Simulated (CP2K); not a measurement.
**Zn under changes of volume**

One of the cells (15.330 Å³/atom); the others are scaled copies at fixed shape and fractional positions:

```
CELL_PARAMETERS angstrom
2.67000 0.00000 0.00000
-1.33500 2.31229 0.00000
0.00000 0.00000 4.96600
ATOMIC_POSITIONS crystal
Zn 0.66667 0.33333 0.75000
Zn 0.33333 0.66667 0.25000
```

| Property | Result |
| --- | --- |
| Program | CP2K 2026.2 |
| Functional | PBEsol |
| Potentials or basis | POTENTIAL_UZH Zn GTH-PBE-q12; TZVP-MOLOPT-PBE-GTH basis |
| Density cutoff | 6123 eV |
| k mesh | 11 × 11 × 6 |
| Occupations | fermi-dirac, width 0.05 eV |
| Spin | no spin polarisation |

```csv
volume (Å³/atom),energy over the lowest point (meV/atom),pressure (GPa)
14.410,0.00,-0.6
14.716,2.84,-2.4
15.023,8.89,-3.9
15.330,17.74,-5.3
15.636,29.03,-6.5
15.943,43.46,-7.6
16.249,?,?
```

**Question.** What does the run at 16.249 Å³/atom give?

**Answer.** Energy over the lowest point 58.91 meV/atom; pressure -8.5 GPa.

Worked out: A Birch-Murnaghan fit of order 3 (a polynomial in V^(-2/3)) to the other rows has its minimum at 14.26 Å³/atom, just outside them, with B0 = V·E''(V) = 74 GPa (rough, since the energies scatter) at fixed shape and positions, which overstates the stiffness. It gives 60.19 meV/atom at 16.249 Å³/atom, against the run's 58.91, and -dE/dV = -9.4 GPa, against -8.5.

Energies are extrapolated to zero smearing.

Caveats: the potentials were made for another functional, which shifts forces and pressure; the basis of atomic orbitals isn't converged, which shifts pressures, moduli and gaps.
